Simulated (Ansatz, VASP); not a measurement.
## Cross-check of BAs between VASP and Ansatz

Aim: how closely do two programs agree when they are given the same cell, functional and k mesh? The cell is taken from a series of runs on this material, whose earlier steps may have relaxed, scaled, displaced or heated it; both programs get it as it stands.

Method: plane waves, with VASP 6.6.1 beside it; G0W0 gap at LDA, in Ansatz 0.2.0.

**1. The structure**

The structure is orthorhombic, space group Imm2 (No. 44). Conventional cell: a = 3.363 Å, b = 3.445 Å, c = 4.873 Å, α = 90.00°, β = 90.00°, γ = 90.00°. Nearest to B lie 4 As at 2.08 to 2.11 Å. Nearest to As lie 4 B at 2.08 to 2.11 Å. Farther neighbours are not listed.

**2. Ansatz: G0W0 gap, LDA**

Ansatz runs on its default PAW (the set named soft_2) files.

Quasiparticle shifts depend on high empty states and on the cores, so they are the hardest test of two PAW sets.

The input, input.yaml:

```yaml
crystal:
  lattice:
    - [-1.722703041, -2.4362699983, 1.6813919694]
    - [1.722703041, -2.4362699983, 1.6813919694]
    - [0.0, 3.5e-09, 3.3627839338]
  atoms:
    - { symbol: B, position: [0.0008320257, 0.0008320257, -0.0008320257] }
    - { symbol: As, position: [0.7491679743, 0.7491679743, 0.7508320257] }
kpoints:
  mp_grid: { grid: [6, 6, 6] }
hamiltonian:
  xc: lda
scf:
  occupations: { method: fixed }
gw:
  n_empty_bands: 117
  ecut_chi: 150.0
  qp_bands: [v3, c3]
  screening: { model: contour_deformation }
```

On the command line:

```bash
$ ansatz run input.yaml --threads 8 --pin off --max-ram 18432MiB --backend cpu --events-out ev --progress --plain --runs-dir out
```

Numbers of over 12 decimals in the logs are rounded to 6 here.

The program printed:

```text
Engine: ansatz 0.2.0, aarch64-unknown-linux-gnu
Pseudopotentials: kind: paw
Pseudopotential: B, paw, valence charge 3, recommended cutoff 420 eV (normal), B.paw.azcp
Pseudopotential: As, paw, valence charge 15, recommended cutoff 420 eV (normal), As.paw.azcp
Functional definition: SPW92
  exchange = slater_x
  correlation = pw_c
Crystal: 2 atoms, lattice volume = 28.227 Å³
Basis set: ecut = 420 eV, 537 PW (Γ)
Bands: 13, of which v1, the nominal top of the filled ones, is band 9 counted from 1 (8 counted from 0)
Symmetry: 4 space group operations
Space group: Imm2 (ITA 44), of the structure as read, at distance tolerance 3.0e-5 Å
k-points: 46 of 216 (time reversal used)
Non-local potential: B, projectors of the file, l = 0: 2, l = 1: 2, l = 2: 1
Non-local potential: As, projectors of the file, l = 0: 2, l = 1: 2, l = 2: 3, l = 3: 1
PAW form: soft (Blöchl's): semilocal exchange-correlation on the pseudo side does not see the compensation charge
PAW frozen core: B, regenerated for the run's functional, and the local potential with it (the file was generated under x = pbe(κ = 0.804, μ = 0.219515), c = pbe(β = 0.066725))
PAW frozen core: As, regenerated for the run's functional, and the local potential with it (the file was generated under x = pbe(κ = 0.804, μ = 0.219515), c = pbe(β = 0.066725))
PAW one-centre angular grid: B, 110 points (default); XC on 64 Gauss nodes
PAW one-centre angular grid: As, 590 points (default); XC on 64 Gauss nodes
Initial density: superposition of atomic densities (neutral atoms: chi_scale 0, normalization atom), corrected by the library's trained network
Initial wavefunctions: pseudopotential atomic-orbital guess
Functional: x = slater, c = lda
SCF iter   1: F=—  HF=-4923.458931 eV  |F-HF|=—  |Δ(HF+E_count)|=         —  Δρ=6.87e-3  dr2=1.38e-2  ethr=1.77e-3  ⟨swp⟩=4.6  Hψ=2996  notcnv=0  defer=64
preconditioner: auto → none  [insulator: Δε(μ)=1.082 eV  Ē_g=12.071 eV  n_scr=8 (ndim 8)  ℏωp=19.8 eV  f_vac=0.001  ε∞_Penn≈3.7]
SCF iter   2: F=—  HF=-4923.454652 eV  |F-HF|=—  |Δ(HF+E_count)|=   4.28e-3  Δρ=2.17e-3  dr2=8.99e-4  ethr=7.68e-5  ⟨swp⟩=2.0  Hψ=1091  notcnv=0  defer=91
SCF iter   3: F=—  HF=-4923.454270 eV  |F-HF|=—  |Δ(HF+E_count)|=   3.82e-4  Δρ=1.05e-3  dr2=1.35e-4  ethr=4.99e-6  ⟨swp⟩=2.0  Hψ=1105  notcnv=0  defer=91
SCF iter   4: F=—  HF=-4923.454242 eV  |F-HF|=—  |Δ(HF+E_count)|=   2.78e-5  Δρ=3.32e-4  dr2=1.24e-5  ethr=7.50e-7  ⟨swp⟩=1.0  Hψ=598  notcnv=0  defer=13
SCF iter   5: F=—  HF=-4923.454240 eV  |F-HF|=—  |Δ(HF+E_count)|=   2.45e-6  Δρ=4.39e-5  dr2=2.43e-7  ethr=6.91e-8  ⟨swp⟩=2.0  Hψ=1012  notcnv=0
SCF iter   6: F=-4923.454240 eV  HF=-4923.454240 eV  |F-HF|=3.27e-10  |Δ(HF+E_count)|=   1.16e-8  Δρ=3.90e-6  dr2=1.72e-9  ethr=5.56e-10  ⟨swp⟩=3.4  Hψ=1969  notcnv=0
SCF 1 converged in 6 iterations: F = -4923.454240 eV  dr2 = 1.72e-9
  greatest PAW one-centre occupation: 0.999 electrons in one spin orbital (limit 2), on the As atom at site 1 (counted from 0), in its partial waves of l = 2
NSCF: frozen V_eff on 46 k-points
G₀W₀ screening: q 1/46
[... further progress lines ...]
NSCF: frozen V_eff on 1 k-points
NSCF: frozen V_eff on 1 k-points
[...]
SCF converged after 6 iterations
Free energy (F): -4923.454240 eV
Harris-Foulkes:  -4923.454240 eV  (|F-HF|=3.27e-10)
Internal energy: -4923.454240 eV  (E = F + TS)
E sigma→0 (E₀):  -4923.454240 eV
Fermi energy:    10.418202 eV
--- Per-component energies (eV) ---
  E_band       = -224.419157
  E_kinetic    = 151.197988
  E_local      = -1734.045335  (includes V_loc(G=0)·N_el)
  E_nonlocal   = -652.112332
  E_hartree    = 953.251975
  E_xc         = -110.491320
  E_vxc        = -117.162066  (∫ρ·V_xc dr)
  E_paw        = -1827.771637  (= ΣΔE_a)
  E_vpaw       = 221.198090  (= ΣTr[D̂ρ^β])
  E_aug_tail   = 0.000008  (compensation charges beyond the density's cutoff)
  E_ewald      = -1705.604650
  E_core_change = 2.121064  (= ΣΔE_core)
  E_smearing   = -0.000000  (= −TS)
  E_closure    = 0.000000  (closes the sum)
  Σ components = -4923.454240   (vs F -4923.454240, Δ=0.00e0)
--- Band table (eV; the first three rows and the last of 46) ---
  k-point 0: bands = [... 5 lower, -4.7848, 10.2123, 10.2581, 10.4182, 13.2889, 13.4697, 13.6743, 14.5898]
  k-point 1: bands = [... 5 lower, -4.3388, 7.5016, 9.5865, 9.5944, 13.2810, 14.1970, 14.4328, 16.6797]
  k-point 2: bands = [... 5 lower, -3.0957, 3.8035, 8.7306, 8.8038, 12.7947, 14.9398, 15.0365, 18.6793]
  k-point 45: bands = [... 5 lower, -0.9134, 2.0112, 6.2716, 6.6243, 11.5581, 12.0589, 21.1560, 21.2539]
[...]
28     9      7.1698   -16.2204     1.8692   -13.8748  0.7709     6.6907     6.6935  root
    28    10     14.0330    -7.9643    -4.8568   -13.2809  0.7825    14.4952    14.4928  root
    28    11     15.4602    -7.3170    -5.3566   -13.1226  0.7724    15.9116    15.9092  root
    28    12     16.0264    -8.1320    -5.3005   -13.8681  0.7702    16.4642    16.4620  root
    29     7      2.3230   -18.2090     4.3172   -13.3319  0.7128     1.7609     1.7632  root
    29     8      6.7176   -16.6898     2.0641   -14.1311  0.7643     6.2200     6.2231  root
    29     9      8.0104   -16.5657     1.6955   -14.4131  0.7766     7.5513     7.5534  root
    29    10     13.5123    -8.2464    -4.6421   -13.3123  0.7919    13.9379    13.9362  root
    29    11     15.5727    -8.4275    -5.4255   -14.3532  0.7645    16.0761    16.0729  root
    29    12     16.6647    -7.8223    -5.6000   -13.9391  0.7617    17.1848    17.1815  root
    30     7      3.7359   -18.8879     3.7150   -14.6057  0.7226     3.1653     3.1687  root
    30     8      5.6044   -16.3931     2.5202   -13.3527  0.7516     5.0803     5.0842  root
    30     9      7.2035   -16.2846     1.8517   -13.9565  0.7714     6.7245     6.7271  root
    30    10     13.8883    -8.0216    -4.8051   -13.2852  0.7839    14.3491    14.3467  root
    30    11     15.2637    -7.4019    -5.3451   -13.1944  0.7727    15.7135    15.7111  root
    30    12     15.8519    -7.9233    -5.2289   -13.5767  0.7730    16.2786    16.2764  root
    31     7      2.4136   -19.2576     4.6106   -13.9876  0.7098     1.7490     1.7541  root
    31     8      5.3060   -16.3064     2.6147   -13.1681  0.7485     4.7783     4.7823  root
    31     9      5.4950   -16.1753     2.5395   -13.1220  0.7506     4.9773     4.9811  root
    31    10     14.0033    -7.5674    -4.7939   -12.7085  0.7851    14.3520    14.3506  root
    31    11     14.1059    -7.6819    -4.9330   -13.0837  0.7858    14.5772    14.5746  root
    31    12     18.5366    -7.4281    -6.3972   -14.3086  0.7445    19.0208    19.0198  root
    32     7      2.5254   -18.6914     4.3732   -13.7106  0.7123     1.9139     1.9177  root
    32     8      5.0900   -16.6932     2.7821   -13.3819  0.7441     4.5572     4.5608  root
[...]
44    11     17.1149    -6.7822    -6.3578   -13.7032  0.7377    17.6801    17.6781  root
    44    12     18.2381    -7.6233    -6.4302   -14.6116  0.7409    18.7996    18.7962  root
    45     7      2.0112   -19.0688     4.7296   -13.7015  0.7059     1.3679     1.3736  root
    45     8      6.2716   -16.6162     2.3048   -13.7947  0.7601     5.7511     5.7550  root
    45     9      6.6243   -16.7108     2.2547   -13.9416  0.7630     6.1063     6.1098  root
    45    10     11.5581    -7.5917    -4.1722   -12.0667  0.8029    11.8616    11.8609  root
    45    11     12.0589    -7.7548    -4.2290   -12.2700  0.8027    12.3458    12.3452  root
    45    12     21.1560    -7.4498    -7.6216   -15.6709  0.7195    21.7597    21.7555  root
```

(Continued in part 2 of 2.)

[Lines on the potential files, build, host, timing and source positions are cut from VASP's logs without a mark.]

[Logs are printed without paths, hosts, clocks, repeated set-up lines and the standing remarks that a program may print on its own settings, such as how far it seeks lower states.]

[Hosts, paths, dates, database ids (printed as entryN), source tags and the programs' standing remarks are cut or masked in the printed files.]
